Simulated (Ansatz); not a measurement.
# ZnS (Wurtzite-6H) (P6_3mc) in Ansatz: notebook

One crystal, ZnS (Wurtzite-6H), is run at these levels: PBE, RPBE+D4, PBEsol+D3(BJ), RPBE+D3(BJ); tasks: single point, relaxation of cell and atoms.

Everything below comes from runs of Ansatz 0.2.0. Logs are shortened: lines on timing, memory, paths and dates and some standing lists are left out, and cuts for length are marked.

**What was measured.**

A printed reference work, monograph reports, for a bulk crystal of ZnS at 4 K: band gap 3.911 eV (direct).

The runs below are set against these values where they give the same quantity.

## (1) The structure

It takes space group P6_3mc (No. 186, hexagonal). The conventional cell has a = 3.812 Å, b = 3.812 Å, c = 18.690 Å, α = 90.00°, β = 90.00°, γ = 120.00°. Around Zn (site symmetry 3m) lie 4 S at 2.33 to 2.34 Å. Zn (site symmetry 3m) is surrounded by 4 S at 2.33 to 2.34 Å. Around Zn (site symmetry 3m) lie 4 S at 2.33 to 2.34 Å. S (site symmetry 3m) has 4 Zn at 2.33 to 2.34 Å as nearest neighbours. S (site symmetry 3m) has 4 Zn at 2.33 to 2.34 Å as nearest neighbours. S (site symmetry 3m) has 4 Zn at 2.33 to 2.34 Å as nearest neighbours.

## (2) Single point, PBE

input.yaml reads:

```yaml
crystal:
  lattice:
    - [3.812, 0.0, 0.0]
    - [-1.906, 3.3012888392, 0.0]
    - [0.0, 0.0, 18.68999]
  atoms:
    - { symbol: Zn, position: [0.3333333333, 0.6666666667, 0.83333] }
    - { symbol: Zn, position: [0.6666666667, 0.3333333333, 0.33333] }
    - { symbol: Zn, position: [0.6666666667, 0.3333333333, 0.66667] }
    - { symbol: Zn, position: [0.3333333333, 0.6666666667, 0.16667] }
    - { symbol: Zn, position: [0.0, 0.0, 0.5] }
    - { symbol: Zn, position: [0.0, 0.0, 0.0] }
    - { symbol: S, position: [0.3333333333, 0.6666666667, 0.95833] }
    - { symbol: S, position: [0.6666666667, 0.3333333333, 0.45833] }
    - { symbol: S, position: [0.6666666667, 0.3333333333, 0.79167] }
    - { symbol: S, position: [0.3333333333, 0.6666666667, 0.29167] }
    - { symbol: S, position: [0.0, 0.0, 0.625] }
    - { symbol: S, position: [0.0, 0.0, 0.125] }
hamiltonian:
  xc: pbe
  pseudopotentials: { kind: paw }
kpoints:
  mp_grid: { grid: [8, 8, 2] }
scf:
  occupations: { method: gaussian, width: 0.014 }
output:
  forces: true
  stress: true
  eigenvalues: true
```

Potentials or basis: Ansatz PAW.

Started as:

```
$ ansatz run input.yaml --threads 4 --pin off --max-ram 11264MiB --backend cpu --events-out ev --progress --plain --runs-dir out
```

What it wrote:

```text
Warning: RAYON_NUM_THREADS=4 ignored (pool sized by the plan → 4); use --threads N
Engine: ansatz 0.2.0, x86_64-unknown-linux-gnu
Pseudopotentials: kind: paw
Pseudopotential: Zn, paw, valence charge 12, recommended cutoff 420 eV (normal), Zn.paw.azcp
Pseudopotential: S, paw, valence charge 6, recommended cutoff 420 eV (normal), S.paw.azcp
Functional definition: PBE
  parameter kappa = 0.804
  parameter beta = 0.06672455060314922
  exchange = pbe_x(kappa = kappa, mu = beta*pi^2/3)
  correlation = pbe_c(beta = beta)
Crystal: 12 atoms, lattice volume = 235.204 Å³
Basis set: ecut = 420 eV, 4611 PW (Γ), exchange–correlation on 54×54×250 points (8 copies of the dense FFT grid, shifted against one another)
Bands: 66, of which v1, the nominal top of the filled ones, is band 54 counted from 1 (53 counted from 0)
Symmetry: 12 space group operations
Space group: P63mc (ITA 186), of the structure as read, at distance tolerance 6.2e-5 Å
k-points: 20 of 128
Non-local potential: Zn, projectors of the file, l = 0: 2, l = 1: 2, l = 2: 3, l = 3: 1
Non-local potential: S, projectors of the file, l = 0: 2, l = 1: 2, l = 2: 2
PAW form: soft (Blöchl's): semilocal exchange-correlation on the pseudo side does not see the compensation charge
PAW one-centre angular grid: Zn, 590 points (default); XC on 64 Gauss nodes
PAW one-centre angular grid: S, 110 points (default); XC on 64 Gauss nodes
Initial density: superposition of atomic densities (neutral atoms: chi_scale 0, normalization atom), corrected by the library's trained network
Initial wavefunctions: pseudopotential atomic-orbital guess
Functional: x = pbe(κ = 0.804, μ = 0.2195149727645171), c = pbe(β = 0.06672455060314922)
SCF iter   1: F=—  HF=-25336.349258 eV  |F-HF|=—  |Δ(HF+E_count)|=         —  Δρ=6.55e-4  dr2=2.15e-3  ethr=1.77e-3  ⟨swp⟩=7.9  Hψ=5483  notcnv=0  defer=9
preconditioner: auto → Resta (q_TF=auto, 2.396 Å⁻¹)  ε∞=6.6  [insulator: Δε(μ)=2.156 eV  Ē_g=10.663 eV  σ=0.014 eV  W_gap=1.00  n_scr=68 (ndim 8)  ℏωp=25.2 eV  f_vac=0.030  D(μ)=0.00/eV (n_scr^D=0)  ε∞_Penn≈6.6]
SCF iter   2: F=—  HF=-25336.351029 eV  |F-HF|=—  |Δ(HF+E_count)|=   1.77e-3  Δρ=4.96e-4  dr2=6.95e-4  ethr=1.99e-6  ⟨swp⟩=2.5  Hψ=2857  notcnv=0  defer=98
SCF iter   3: F=—  HF=-25336.351256 eV  |F-HF|=—  |Δ(HF+E_count)|=   2.27e-4  Δρ=3.74e-4  dr2=2.01e-4  ethr=6.44e-7  ⟨swp⟩=2.0  Hψ=2212  notcnv=0  defer=39
automatic band count: iteration 3 solves 63 bands in place of 66: the levels show a gap, and the empty bands left out lie too high to hold charge; the band table lists the bands solved (type scf.n_extra_bands for more)
SCF iter   4: F=—  HF=-25336.351131 eV  |F-HF|=—  |Δ(HF+E_count)|=   1.25e-4  Δρ=7.92e-5  dr2=1.83e-5  ethr=1.86e-7  ⟨swp⟩=2.0  Hψ=2178  notcnv=0  defer=39
SCF iter   5: F=—  HF=-25336.350922 eV  |F-HF|=—  |Δ(HF+E_count)|=   2.09e-4  Δρ=3.20e-5  dr2=5.89e-6  ethr=1.70e-8  ⟨swp⟩=2.0  Hψ=1606  notcnv=0  defer=39
SCF iter   6: F=—  HF=-25336.350923 eV  |F-HF|=—  |Δ(HF+E_count)|=   9.72e-7  Δρ=1.07e-5  dr2=4.27e-7  ethr=5.45e-9  ⟨swp⟩=2.7  Hψ=2082  notcnv=0  defer=39
SCF iter   7: F=—  HF=-25336.350923 eV  |F-HF|=—  |Δ(HF+E_count)|=   3.02e-7  Δρ=1.07e-5  dr2=1.54e-7  ethr=9.26e-11  ⟨swp⟩=10.1  Hψ=5882  notcnv=0
SCF iter   8: F=-25336.350923 eV  HF=-25336.350923 eV  |F-HF|=1.56e-8  |Δ(HF+E_count)|=   8.56e-8  Δρ=1.87e-6  dr2=8.48e-9  ethr=9.26e-11  ⟨swp⟩=4.2  Hψ=4547  notcnv=0
SCF 1 converged in 8 iterations: F = -25336.350923 eV  dr2 = 8.48e-9
SCF converged after 8 iterations
Free energy (F): -25336.350923 eV
Harris-Foulkes:  -25336.350923 eV  (|F-HF|=1.56e-8)
Internal energy: -25336.350923 eV  (E = F + TS)
E sigma→0 (E₀):  -25336.350923 eV
Fermi energy:    6.956658 eV
--- Per-component energies (eV) ---
  E_band       = 37.345962
  E_kinetic    = 1431.293843
  E_local      = -12226.451210  (includes V_loc(G=0)·N_el)
  E_nonlocal   = 3856.096433
  E_hartree    = 5113.896669
  E_xc         = -1407.161843
  E_vxc        = -838.334132  (∫ρ·V_xc dr)
  E_paw        = -14570.647835  (= ΣΔE_a)
  E_vpaw       = -2413.051792  (= ΣTr[D̂ρ^β])
  E_aug_tail   = -0.002223  (compensation charges beyond the density's cutoff)
  E_ewald      = -7533.374756
  E_smearing   = -0.000000  (= −TS)
  E_closure    = -0.000000  (closes the sum)
  Σ components = -25336.350923   (vs F -25336.350923, Δ=0.00e0)
--- Forces (eV/Å), atoms counted from 1 ---
  atom   1  Zn     0.00000000    -0.00000000     0.00250544
  atom   2  Zn     0.00000000     0.00000000     0.00250544
  atom   3  Zn     0.00000000    -0.00000000     0.01307955
  atom   4  Zn     0.00000000     0.00000000     0.01307955
  atom   5  Zn    -0.00000000     0.00000000    -0.00355843
  atom   6  Zn     0.00000000    -0.00000000    -0.00355843
  atom   7  S      0.00000000     0.00000000    -0.02977979
  atom   8  S      0.00000000    -0.00000000    -0.02977979
  atom   9  S      0.00000000     0.00000000    -0.00665865
  atom  10  S     -0.00000000    -0.00000000    -0.00665865
  atom  11  S      0.00000000     0.00000000     0.02441644
  atom  12  S      0.00000000    -0.00000000     0.02441644
  max |Σ_I F_I| component: 9.12e-6 eV/Å
--- Stress (GPa, compression-positive) ---
        2.098312       0.000000      -0.000000
        0.000000       2.098312       0.000000
       -0.000000      -0.000000       2.154532
  P = ⅓ Tr σ = 2.1171 GPa (21.171 kbar)
--- Band table (eV; the first three rows and the last of 20) ---
  k-point 0: bands = ["-7.3201", "-7.1183", "-7.1101", "-6.6518", "-6.6433", "-6.3775", "-0.4887", "-0.4850", "-0.4820", "-0.4820", "-0.4775", "-0.4621", "-0.4621", "-0.4429", "-0.4429", "-0.4061", "-0.4061", "-0.3920", "-0.3920", "-0.3759", "-0.3759", "-0.3367", "-0.3289", "0.0037", "0.0037", "0.0073", "0.0073", "0.0224", "0.0224", "0.0275", "0.0275", "0.0466", "0.0466", "0.0564", "0.0564", "0.2225", "0.5364", "1.9598", "1.9692", "4.1652", "4.1824", "4.9912", "4.9912", "5.1850", "5.1850", "5.1972", "5.1972", "5.6236", "5.6236", "5.6347", "5.6347", "5.8522", "5.8756", "5.8756", "8.0377", "9.0852", "9.1337", "9.2097", "9.2414", "9.3749", "12.1556", "12.1967", "12.1967"]
  k-point 1: bands = ["-7.2665", "-7.2665", "-6.8913", "-6.8913", "-6.4528", "-6.4528", "-0.4873", "-0.4873", "-0.4749", "-0.4749", "-0.4749", "-0.4749", "-0.4458", "-0.4458", "-0.4243", "-0.4243", "-0.4243", "-0.4243", "-0.3813", "-0.3813", "-0.3813", "-0.3813", "-0.0902", "-0.0902", "0.0056", "0.0056", "0.0056", "0.0056", "0.0241", "0.0241", "0.0241", "0.0241", "0.0522", "0.0522", "0.0522", "0.0522", "1.0784", "1.0784", "3.0255", "3.0255", "5.0438", "5.0438", "5.0438", "5.0438", "5.2669", "5.2669", "5.4026", "5.4026", "5.4026", "5.4026", "5.8073", "5.8073", "5.8073", "5.8073", "8.5152", "8.5152", "9.1456", "9.1456", "9.4081", "9.4081", "12.1951", "12.1951", "12.2836"]
  k-point 2: bands = ["-7.2146", "-7.0212", "-7.0129", "-6.5773", "-6.5689", "-6.3193", "-0.5030", "-0.4982", "-0.4807", "-0.4647", "-0.4609", "-0.4388", "-0.4302", "-0.4204", "-0.4196", "-0.4070", "-0.3968", "-0.3776", "-0.3708", "-0.3634", "-0.3444", "-0.3161", "-0.3034", "-0.0123", "-0.0078", "-0.0048", "0.0051", "0.0088", "0.0185", "0.0207", "0.0354", "0.0415", "0.0513", "0.0592", "0.0613", "0.2592", "0.6936", "2.0084", "2.0166", "3.9161", "3.9415", "4.2384", "4.5176", "4.5371", "4.7453", "4.9328", "4.9673", "4.9752", "5.1269", "5.2186", "5.4627", "5.4710", "5.7213", "5.7460", "8.8234", "9.6554", "9.7849", "9.8107", "9.8798", "10.0647", "11.5267", "11.5797", "11.9102"]
  k-point 19: bands = ["-6.2172", "-6.2172", "-6.1543", "-6.1543", "-6.0953", "-6.0953", "-0.4093", "-0.4093", "-0.3754", "-0.3754", "-0.3219", "-0.3219", "-0.2918", "-0.2918", "-0.2576", "-0.2576", "-0.2041", "-0.2041", "-0.1053", "-0.1053", "-0.0753", "-0.0753", "-0.0333", "-0.0333", "0.0041", "0.0041", "0.0263", "0.0263", "0.0449", "0.0449", "0.2389", "0.2389", "0.2806", "0.2806", "0.3521", "0.3521", "1.0514", "1.0514", "1.2711", "1.2711", "1.4187", "1.4187", "2.6219", "2.6219", "2.9582", "2.9582", "3.3640", "3.3640", "3.8242", "3.8242", "4.1977", "4.1977", "4.4559", "4.4559", "10.2974", "10.2974", "10.6073", "10.6073", "11.0062", "11.0062", "11.7880", "11.7880", "12.0180"]
```

Run time: 11 s. Hardware: 4 threads of Intel Xeon at 2.70GHz, shared host; peak memory 0.74 GiB.

Results:

```yaml
Free_energy: -25336.3509 eV
Pressure: 2.1 GPa
Largest_force: 0.030 eV/Å
Band_gap_on_the_k_mesh: 2.16 eV, direct
```

Forces on the atoms (eV/Å):
```
Zn   0.000  0.000  0.003
Zn   0.000  0.000  0.003
Zn   0.000  0.000  0.013
Zn   0.000  0.000  0.013
Zn   0.000  0.000 -0.004
Zn   0.000  0.000 -0.004
S    0.000  0.000 -0.030
S    0.000  0.000 -0.030
S    0.000  0.000 -0.007
S    0.000  0.000 -0.007
S    0.000  0.000  0.024
S    0.000  0.000  0.024
```

Levels at points of the mesh, in eV from the valence-band top:
| k point | band 50 | band 51 | band 52 | band 53 | band 54 | band 55 | band 56 | band 57 | band 58 | band 59 |
| --- | --- | --- | --- | --- | --- | --- | --- | --- | --- | --- |
| (0.00, 0.00, 0.00) | -0.24 | -0.24 | -0.02 | 0.00 | 0.00 | 2.16 | 3.21 | 3.26 | 3.33 | 3.37 |
| (0.00, 0.00, -0.50) | -0.47 | -0.07 | -0.07 | -0.07 | -0.07 | 2.64 | 2.64 | 3.27 | 3.27 | 3.53 |
| (0.00, -0.50, 0.00) | -1.50 | -1.27 | -1.26 | -1.10 | -0.88 | 3.43 | 3.56 | 3.60 | 3.87 | 4.03 |
| (0.00, -0.50, -0.50) | -1.61 | -1.22 | -1.22 | -0.99 | -0.99 | 3.36 | 3.36 | 3.85 | 3.85 | 4.14 |

Caveat: the cell's inner coordinates are idealised or old, which leaves forces on the atoms.

## (3) Relaxation of cell and atoms, RPBE+D4

input.yaml: that of step 2 with these lines changed.

```diff
@@ -19,4 +19,5 @@
 hamiltonian:
-  xc: pbe
+  xc: rpbe
   pseudopotentials: { kind: paw }
+  dispersion: d4
 kpoints:
@@ -24,3 +25,3 @@
 scf:
-  occupations: { method: gaussian, width: 0.014 }
+  occupations: { method: fermi_dirac, width: 0.05 }
 output:
@@ -28,2 +29,5 @@
   stress: true
-  eigenvalues: true
+relax:
+  f_tol: 0.01
+  max_steps: 40
+  cell: { stress_tol: 0.05 }
```

Potentials or basis: Ansatz PAW.

Started as:

```
$ ansatz run input.yaml --threads 4 --pin off --max-ram 11264MiB --backend cpu --events-out ev --progress --plain --runs-dir out
```

What it wrote:

```text
Warning: RAYON_NUM_THREADS=4 ignored (pool sized by the plan → 4); use --threads N
Engine: ansatz 0.2.0, x86_64-unknown-linux-gnu
Pseudopotentials: kind: paw
Pseudopotential: Zn, paw, valence charge 12, recommended cutoff 420 eV (normal), Zn.paw.azcp
Pseudopotential: S, paw, valence charge 6, recommended cutoff 420 eV (normal), S.paw.azcp
Functional definition: RPBE
  parameter kappa = 0.804
  parameter beta = 0.06672455060314922
  exchange = rpbe_x(kappa = kappa, mu = beta*pi^2/3)
  correlation = pbe_c(beta = beta)
Crystal: 12 atoms, lattice volume = 235.204 Å³
Basis set: ecut = 420 eV, 4611 PW (Γ), exchange–correlation on 54×54×250 points (8 copies of the dense FFT grid, shifted against one another)
Bands: 66, of which v1, the nominal top of the filled ones, is band 54 counted from 1 (53 counted from 0)
Symmetry: 12 space group operations
Space group: P63mc (ITA 186), of the structure as read, at distance tolerance 6.2e-5 Å
k-points: 20 of 128
Non-local potential: Zn, projectors of the file, l = 0: 2, l = 1: 2, l = 2: 3, l = 3: 1
Non-local potential: S, projectors of the file, l = 0: 2, l = 1: 2, l = 2: 2
PAW form: soft (Blöchl's): semilocal exchange-correlation on the pseudo side does not see the compensation charge
PAW frozen core: Zn, regenerated for the run's functional, and the local potential with it (the file was generated under x = pbe(κ = 0.804, μ = 0.2195149727645171), c = pbe(β = 0.06672455060314922))
PAW frozen core: S, regenerated for the run's functional, and the local potential with it (the file was generated under x = pbe(κ = 0.804, μ = 0.2195149727645171), c = pbe(β = 0.06672455060314922))
PAW one-centre angular grid: Zn, 590 points (default); XC on 64 Gauss nodes
PAW one-centre angular grid: S, 110 points (default); XC on 64 Gauss nodes
[... 78 lines left out ...]
  atom   1  Zn    -0.00000000    -0.00000000     0.00144878
  atom   2  Zn     0.00000000     0.00000000     0.00144878
  atom   3  Zn     0.00000000    -0.00000000     0.00182844
  atom   4  Zn     0.00000000     0.00000000     0.00182844
  atom   5  Zn     0.00000000     0.00000000     0.00041439
  atom   6  Zn     0.00000000    -0.00000000     0.00041439
  atom   7  S      0.00000000     0.00000000    -0.00122765
  atom   8  S     -0.00000000    -0.00000000    -0.00122765
  atom   9  S      0.00000000     0.00000000    -0.00164988
  atom  10  S      0.00000000    -0.00000000    -0.00164988
  atom  11  S      0.00000000     0.00000000    -0.00081434
  atom  12  S     -0.00000000    -0.00000000    -0.00081434
  max |Σ_I F_I| component: 5.24e-7 eV/Å
--- Stress (GPa, compression-positive) ---
        0.015489      -0.000000      -0.000000
       -0.000000       0.015489      -0.000000
       -0.000000      -0.000000       0.012122
  P = ⅓ Tr σ = 0.0144 GPa (0.144 kbar)
--- Relaxed structure (3 steps of the walk, 3 accepted, 1 SCFs on fresh bases) ---
  F+E_penalty+E_count = -25396.80903844 eV   max|allowed force component| = 1.828e-3 eV/Å   (the final SCF, on the basis selected at the relaxed cell)
  cell:  # Å, volume = 231.2453 Å³
    - [3.789494348801727, 0.0, 8.325485895615577e-34]
    - [-1.8947471744008635, 3.281798373559864, -9.65613897405703e-34]
    - [9.718885732699718e-34, -3.11004343446391e-33, 18.594298878831232]
  atoms:
    - { symbol: Zn, position: [0.3333333333333333, 0.6666666666666666, 0.8332699958284205] }
    - { symbol: Zn, position: [0.6666666666666666, 0.3333333333333333, 0.33326999582842065] }
    - { symbol: Zn, position: [0.6666666666666666, 0.3333333333333333, 0.6668172406339269] }
    - { symbol: Zn, position: [0.3333333333333333, 0.6666666666666666, 0.16681724063392686] }
    - { symbol: Zn, position: [4.88089762804808e-34, -1.1233243778638976e-33, 0.5000453689604483] }
    - { symbol: Zn, position: [-6.563459753162538e-34, 8.990848888556328e-34, 4.536896044824842e-5] }
    - { symbol: S, position: [0.3333333333333333, 0.6666666666666666, 0.9581199515630094] }
    - { symbol: S, position: [0.6666666666666666, 0.3333333333333333, 0.4581199515630096] }
    - { symbol: S, position: [0.6666666666666666, 0.3333333333333333, 0.7916397210322403] }
    - { symbol: S, position: [0.3333333333333333, 0.6666666666666666, 0.2916397210322405] }
    - { symbol: S, position: [-3.563755075448904e-34, -6.566145470824677e-34, 0.625107721981954] }
    - { symbol: S, position: [2.6590426683034974e-34, 5.879450016680127e-34, 0.1251077219819541] }
```

It took 37 s on 4 threads of Intel Xeon at 2.70GHz, shared host; peak memory 0.78 GiB.

What came out:

```yaml
Free_energy: -25396.8090 eV
Relaxed_volume: 19.27 Å³/atom
Relaxed_cell: a = 3.789 Å, b = 3.789 Å, c = 18.594 Å, α = 90.00°, β = 90.00°, γ = 120.00°
Space_group_after_relaxing_to_0.05_Å: P6_3mc (No. 186)
Energy_gained_by_relaxing: 1.3 meV/atom
Ionic_steps: 4
Pressure_after_relaxing: 0.0 GPa
Band_gap_on_the_k_mesh: 2.41 eV
```

The path:
```csv
step,energy change (eV),largest force (eV/Å),volume (Å³)
1,0.0000,0.0290,235.20
2,-0.0137,0.0108,232.93
3,-0.0173,0.0018,231.25
4,-0.0152,0.0018,231.25
```

Final structure:
```cif
data_structure
_symmetry_space_group_name_H-M 'P 1'
_symmetry_Int_Tables_number 1
_cell_length_a 3.7895
_cell_length_b 3.7895
_cell_length_c 18.5943
_cell_angle_alpha 90.000
_cell_angle_beta 90.000
_cell_angle_gamma 120.000
_cell_volume 231.25
loop_
_atom_site_label
_atom_site_type_symbol
_atom_site_fract_x
_atom_site_fract_y
_atom_site_fract_z
_atom_site_occupancy
Zn1 Zn 0.33333 0.66667 0.83327 1
Zn2 Zn 0.66667 0.33333 0.33327 1
Zn3 Zn 0.66667 0.33333 0.66682 1
Zn4 Zn 0.33333 0.66667 0.16682 1
Zn5 Zn 0.00000 0.00000 0.50005 1
Zn6 Zn 0.00000 0.00000 0.00005 1
S1 S 0.33333 0.66667 0.95812 1
S2 S 0.66667 0.33333 0.45812 1
S3 S 0.66667 0.33333 0.79164 1
S4 S 0.33333 0.66667 0.29164 1
S5 S 0.00000 0.00000 0.62511 1
S6 S 0.00000 0.00000 0.12511 1
```

Caveat: the plane-wave basis is chosen anew once the cell has moved, so the energies of steps on either side of that aren't comparable; the PAW data sets come from PBE, with cores solved anew for the run's functional, which leaves a small shift of forces and pressure.

## (4) Relaxation of cell and atoms, PBEsol+D3(BJ)

input.yaml: that of step 3 with these lines changed.

```diff
@@ -19,5 +19,5 @@
 hamiltonian:
-  xc: rpbe
+  xc: pbesol
   pseudopotentials: { kind: paw }
-  dispersion: d4
+  dispersion: d3bj
 kpoints:
@@ -29,2 +29,6 @@
   stress: true
+  write_density: true
+  write_potential: true
+  elf: true
+  volumetric_format: npy
 relax:
```

Started as:

```
$ ansatz run input.yaml --threads 4 --pin off --max-ram 11264MiB --backend cpu --events-out ev --progress --plain --runs-dir out
```

Run time: 53 s. Hardware: 4 threads of Intel Xeon at 2.70GHz, shared host; peak memory 0.8 GiB.

Results (log left out):

- Free energy: -25007.8695 eV
- Relaxed volume: 18.69 Å³/atom
- Relaxed cell: a = 3.751 Å, b = 3.751 Å, c = 18.410 Å, α = 90.00°, β = 90.00°, γ = 120.00°
- Space group after relaxing (to 0.05 Å): P6_3mc (No. 186)
- Energy gained by relaxing: 10.7 meV/atom
- Ionic steps: 5
- Pressure after relaxing: 0.0 GPa
- Band gap on the k mesh: 2.23 eV, direct

Step by step:
```
step  energy change (eV)  largest force (eV/Å)  volume (Å³)
   1              0.0000                0.0258       235.20
   2             -0.1116                0.0102       228.45
   3             -0.1331                0.0034       223.91
   4             -0.1331                0.0012       224.27
   5             -0.1289                0.0012       224.27
```

Final structure:
```
CELL_PARAMETERS angstrom
3.75050 0.00000 0.00000
-1.87525 3.24803 0.00000
0.00000 0.00000 18.41031
ATOMIC_POSITIONS crystal
Zn 0.33333 0.66667 0.83330
Zn 0.66667 0.33333 0.33330
Zn 0.66667 0.33333 0.66685
Zn 0.33333 0.66667 0.16685
Zn 0.00000 0.00000 0.50004
Zn 0.00000 0.00000 0.00004
S 0.33333 0.66667 0.95811
S 0.66667 0.33333 0.45811
S 0.66667 0.33333 0.79161
S 0.33333 0.66667 0.29161
S 0.00000 0.00000 0.62508
S 0.00000 0.00000 0.12508
```

Levels at points of the mesh, in eV from the valence-band top:
```csv
k point,band 50,band 51,band 52,band 53,band 54,band 55,band 56,band 57,band 58,band 59
"(0.00, 0.00, 0.00)",-0.27,-0.27,-0.03,0.00,0.00,2.23,3.20,3.30,3.32,3.44
"(0.00, 0.00, -0.50)",-0.52,-0.08,-0.08,-0.08,-0.08,2.72,2.72,3.25,3.25,3.55
"(0.00, -0.50, 0.00)",-1.64,-1.39,-1.38,-1.21,-0.96,3.29,3.37,3.45,3.75,3.87
"(0.00, -0.50, -0.50)",-1.77,-1.34,-1.34,-1.08,-1.08,3.19,3.19,3.71,3.71,4.00
```

Caveat: the plane-wave basis is chosen anew once the cell has moved, so the energies of steps on either side of that aren't comparable; the PAW data sets come from PBE, with cores solved anew for the run's functional, which leaves a small shift of forces and pressure.

(Part 1 of 2 ends here.)
